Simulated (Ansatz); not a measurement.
# Nb (Fm-3m) in Ansatz: elastic constants with PBEsol

Aim: the elastic constants of Nb with PBEsol.

All numbers are computed with Ansatz 0.2.0; they aren't measurements. Logs are shortened: lines on timing, memory, paths and dates and some standing lists are left out, and cuts for length are marked.

### Step 1. Starting point

It takes space group Fm-3m (No. 225, cubic). The conventional cell has a = 4.230 Å, b = 4.230 Å, c = 4.230 Å, α = 90.00°, β = 90.00°, γ = 90.00°. Around Nb (site symmetry m-3m) lie 12 Nb at 2.99 Å.

This isn't the form of Nb at room conditions, which is bcc.

### Step 2. Elastic constants, PBEsol

The input, input.yaml:

```yaml
crystal:
  lattice:
    - [0.0, 2.115, 2.115]
    - [2.115, 0.0, 2.115]
    - [2.115, 2.115, 0.0]
  atoms:
    - { symbol: Nb, position: [0.0, 0.0, 0.0] }
hamiltonian:
  xc: pbesol
  pseudopotentials: { kind: paw }
kpoints:
  mp_grid: { grid: [8, 8, 8] }
scf:
  occupations: { method: fermi_dirac, width: 0.05 }
output:
  forces: true
  stress: true
elastic:
  mode: relaxed_ion
  stencil: two_point
```

Potentials or basis: Ansatz PAW.

On the command line:

```console
$ ansatz run input.yaml --threads 2 --pin off --max-ram 5632MiB --backend cpu --events-out ev --progress --plain --runs-dir out
```

Log:

```text
Warning: RAYON_NUM_THREADS=2 ignored (pool sized by the plan → 2); use --threads N
Engine: ansatz 0.2.0, aarch64-unknown-linux-gnu
Pseudopotentials: kind: paw
Pseudopotential: Nb, paw, valence charge 13, recommended cutoff 420 eV (normal), Nb.paw.azcp
Functional definition: PBEsol
  exchange = pbesol_x
  correlation = pbesol_c
Crystal: 1 atoms, lattice volume = 18.922 Å³
Basis set: ecut = 420 eV, 339 PW (Γ), exchange–correlation on 48×48×48 points (8 copies of the dense FFT grid, shifted against one another)
Bands: 11, of which v1, the nominal top of the filled ones, is band 7 counted from 1 (6 counted from 0)
Symmetry: 48 space group operations
Space group: Fm-3m (ITA 225), of the structure as read, at distance tolerance 2.7e-5 Å
k-points: 29 of 512
Non-local potential: Nb, projectors of the file, l = 0: 3, l = 1: 2, l = 2: 2, l = 3: 1
PAW form: soft (Blöchl's): semilocal exchange-correlation on the pseudo side does not see the compensation charge
PAW frozen core: Nb, regenerated for the run's functional, and the local potential with it (the file was generated under x = pbe(κ = 0.804, μ = 0.2195149727645171), c = pbe(β = 0.06672455060314922))
PAW one-centre angular grid: Nb, 590 points (default); XC on 64 Gauss nodes
Initial density: superposition of atomic densities (neutral atoms: chi_scale 0, normalization atom), corrected by the library's trained network
Initial wavefunctions: pseudopotential atomic-orbital guess
Functional: x = pbesol(κ = 0.804, μ = 0.12345679012345678), c = pbesol(β = 0.046)
SCF iter   1: F=—  HF=-4495.083386 eV  |F-HF|=—  |Δ(HF+E_count)|=         —  Δρ=3.36e-3  dr2=8.56e-4  ethr=1.77e-3  ⟨swp⟩=5.1  Hψ=1878  notcnv=0
preconditioner: auto → none  [metal: Δε(μ)=0.052 eV  Ē_g=7.072 eV  σ=0.050 eV  W_gap=0.25  n_scr=0 (ndim 8)  ℏωp=19.1 eV  f_vac=0.000  D(μ)=1.44/eV (n_scr^D=14)]
SCF iter   2: F=—  HF=-4495.083239 eV  |F-HF|=—  |Δ(HF+E_count)|=   1.47e-4  Δρ=1.61e-3  dr2=1.18e-4  ethr=6.59e-6  ⟨swp⟩=2.6  Hψ=698  notcnv=0
SCF iter   3: F=—  HF=-4495.083273 eV  |F-HF|=—  |Δ(HF+E_count)|=   3.36e-5  Δρ=4.52e-4  dr2=1.03e-5  ethr=9.07e-7  ⟨swp⟩=1.0  Hψ=316  notcnv=0
SCF iter   4: F=—  HF=-4495.083277 eV  |F-HF|=—  |Δ(HF+E_count)|=   4.49e-6  Δρ=3.72e-5  dr2=9.08e-8  ethr=7.96e-8  ⟨swp⟩=2.0  Hψ=496  notcnv=0
SCF iter   5: F=—  HF=-4495.083278 eV  |F-HF|=—  |Δ(HF+E_count)|=   8.49e-7  Δρ=1.19e-5  dr2=8.47e-9  ethr=6.98e-10  ⟨swp⟩=2.9  Hψ=500  notcnv=0
SCF iter   6: F=—  HF=-4495.083278 eV  |F-HF|=—  |Δ(HF+E_count)|=   3.72e-9  Δρ=2.02e-6  dr2=2.35e-10  ethr=6.52e-11  ⟨swp⟩=2.0  Hψ=432  notcnv=0
SCF iter   7: F=—  HF=-4495.083278 eV  |F-HF|=—  |Δ(HF+E_count)|=  1.02e-10  Δρ=1.28e-7  dr2=1.00e-12  ethr=1.81e-12  ⟨swp⟩=3.0  Hψ=448  notcnv=0
SCF iter   8: F=-4495.083278 eV  HF=-4495.083278 eV  |F-HF|=9.09e-13  |Δ(HF+E_count)|=  1.82e-12  Δρ=4.64e-9  dr2=1.40e-15  ethr=1.00e-12  ⟨swp⟩=4.3  Hψ=1050  notcnv=0
SCF 1 converged in 8 iterations: F = -4495.083278 eV  dr2 = 1.40e-15
Crystal: 1 atoms, lattice volume = 18.884 Å³
Symmetry: 16 space group operations
k-points: 59 of 512
Initial density: handed on by an earlier stage of this run
Initial wavefunctions: those handed on with the density
iter 1 solved again at ethr=8.54e-8 eV; its pass at ethr=3.10e-3 eV (dr2=1.11e-5 eV) is discarded
SCF iter   1: F=—  HF=-4495.085007 eV  |F-HF|=—  |Δ(HF+E_count)|=         —  Δρ=3.23e-4  dr2=6.84e-6  ethr=8.54e-8  ⟨swp⟩=2.0  Hψ=4428  notcnv=0  defer=6
preconditioner: auto → none  [metal: Δε(μ)=0.031 eV  Ē_g=7.079 eV  σ=0.050 eV  W_gap=0.15  n_scr=0 (ndim 8)  ℏωp=19.1 eV  f_vac=0.000  D(μ)=1.45/eV (n_scr^D=14)]
SCF iter   2: F=—  HF=-4495.085007 eV  |F-HF|=—  |Δ(HF+E_count)|=   3.52e-7  Δρ=1.57e-4  dr2=1.59e-6  ethr=5.26e-8  ⟨swp⟩=1.0  Hψ=643  notcnv=0  defer=6
[... 45 lines left out ...]
  E_nonlocal   = 121.370986
  E_hartree    = 223.881682
  E_xc         = -173.781696
  E_vxc        = -211.567215  (∫ρ·V_xc dr)
  E_paw        = -3017.636064  (= ΣΔE_a)
  E_vpaw       = -108.708602  (= ΣTr[D̂ρ^β])
  E_aug_tail   = 0.000007  (compensation charges beyond the density's cutoff)
  E_ewald      = -1318.847003
  E_core_change = 0.188709  (= ΣΔE_core)
  E_smearing   = -0.012262  (= −TS)
  E_closure    = -0.000000  (closes the sum)
  Σ components = -4495.083278   (vs F -4495.083278, Δ=0.00e0)
--- Forces (eV/Å), atoms counted from 1 ---
  atom   1  Nb    -0.00000000    -0.00000000    -0.00000000
  max |Σ_I F_I| component: 9.24e-33 eV/Å
--- Stress (GPa, compression-positive) ---
       -7.299377       0.000000       0.000000
        0.000000      -7.299377      -0.000000
       -0.000000       0.000000      -7.299377
  P = ⅓ Tr σ = -7.2994 GPa (-72.994 kbar)
--- Band table (eV; the first three rows and the last of 29) ---
  k-point 0: bands = ["-37.6563", "-13.0950", "-13.0950", "-13.0950", "10.8016", "17.1171", "17.1171", "17.1171", "19.6806", "19.6806", "28.7606"]
  k-point 1: bands = ["-37.6289", "-13.2765", "-13.1176", "-13.1176", "11.3572", "16.7260", "17.3505", "17.3505", "19.4982", "19.4982", "29.8023"]
  k-point 2: bands = ["-37.5623", "-13.6994", "-13.1718", "-13.1718", "12.5921", "16.3237", "17.4792", "17.4792", "19.7511", "19.7511", "29.2085"]
  k-point 28: bands = ["-37.4039", "-13.8585", "-13.8585", "-13.5314", "14.3774", "15.9078", "15.9078", "18.8664", "22.2176", "26.9689", "26.9689"]
--- Elastic constants: 2 strain directions × 2 members + reference (group order 48) ---
  dense FFT box of the reference and of every strained cell: 24×24×24
  strains applied: 11, 23; error gains: componentwise 1.00 (the most a stress slope's error grows in a printed constant), spectral 1.73 (1 for all six strains in a standard setting)
  C = ∂σ_k/∂η_j (tension-positive GPa; Voigt order 11 22 33 23 13 12):
       -17.125    228.850    228.850      0.000      0.000      0.000
       228.850    -17.125    228.850      0.000      0.000     -0.000
       228.850    228.850    -17.125      0.000     -0.000     -0.000
         0.000     -0.000     -0.000    -52.487     -0.000      0.000
         0.000     -0.000      0.000      0.000    -52.487     -0.000
        -0.000      0.000      0.000     -0.000     -0.000    -52.487
  reference stress σ⁰ (GPa):      7.299      7.299      7.299      0.000      0.000     -0.000
  C* (energy form; C + prestress term) asymmetry max|C*_kj − C*_jk| = 8.527e-14 GPa — a small one proves nothing (zero by symmetry where the batch's group is 432, −43m or m−3m); a large one is finite-difference/SCF noise where every solve meets its electron count
  moduli (Voigt/Reuss/Hill, GPa): K = 146.86/146.86/146.86   G = -80.69/-68.10/-74.39   E = -268.53   ν = 0.805
  mechanically stable: NO (min eigenvalue of sym C = -245.97 GPa)
  strain η (Voigt 11):  stress-route row diagonal C_11 = -17.12 GPa, energy-path curvature d²(F+E_count+ΔE)/dδ²/Ω₀ = -16.97 GPa
         δ    σ_11 (GPa)             F (eV)   n_scf  n_hpsi   n_pw
    -2.000e-3       7.3387       -4495.0850070       6   10796    380   relax 0 steps, max|allowed force component| 0.00e0 eV/Å
     2.000e-3       7.2702       -4495.0815568       5    9250    380   relax 0 steps, max|allowed force component| 0.00e0 eV/Å
  strain η (Voigt 23):  stress-route row diagonal C_44 = -52.49 GPa, energy-path curvature d²(F+E_count+ΔE)/dδ²/Ω₀ = -56.03 GPa
         δ    σ_23 (GPa)             F (eV)   n_scf  n_hpsi   n_pw
    -2.000e-3       0.1050       -4495.0832906       7   19803    380   relax 0 steps, max|allowed force component| 0.00e0 eV/Å
     2.000e-3      -0.1050       -4495.0832906       5   14588    380   relax 0 steps, max|allowed force component| 0.00e0 eV/Å
```

elastic_members.tsv:

```text
# convention: tension-positive GPa; Voigt order 11 22 33 23 13 12; engineering shear strains; stresses and constants hold the Pulay correction, whose part of sigma0, of c and of each member's stress the lines and columns named pulay_correction_..._gpa give (of c_energy it is that of c and, on the columns of strains 1 to 3, that of sigma0; of a layer's constants it is that of c in the plane, times a tenth of its plane spacing in ang); where a line pulay_correction_withheld stands none holds it
[... 10 lines left out ...]
3	2.0000000000e-3	7.3008413948e0	7.2992923228e0	7.2992923228e0	-1.0497394103e-1	-3.3352001036e-15	4.1690001295e-16	-4.4950832906e3	-4.4950771570e3	5	14588	380	0	0.0000000000e0	0.0000000000e0	-2.0082969480e-2	-2.0171025195e-2	-2.0171025195e-2	-4.4278467253e-5	-1.1874593468e-19	1.6115519706e-19	5.6538142995e-7	0.0000000000e0
```

It took 3.7 s on 2 threads of Arm Neoverse V1, shared host; peak memory 0.29 GiB.

Results:

```
Free energy                     : -4495.0833 eV
Pressure                        : -7.3 GPa
Band gap on the k mesh          : none (metal or under the smearing width)
Elastic constants C11, C12, C44 : -17, 229, -52 GPa
Voigt bulk modulus              : 147 GPa
```

Elastic tensor in Voigt notation (GPa, in the Cartesian axes of the cell as first typed):
```
-17 229 229   0   0   0
229 -17 229   0   0   0
229 229 -17   0   0   0
  0   0   0 -52   0   0
  0   0   0   0 -52   0
  0   0   0   0   0 -52
```

Caveat: the cell is more than 3 GPa from zero pressure, which shifts response properties; the elastic tensor has a negative eigenvalue, so either the cell is unstable as it stands or the mesh is too thin; the PAW data sets come from PBE, with cores solved anew for the run's functional, which leaves a small shift of forces and pressure.
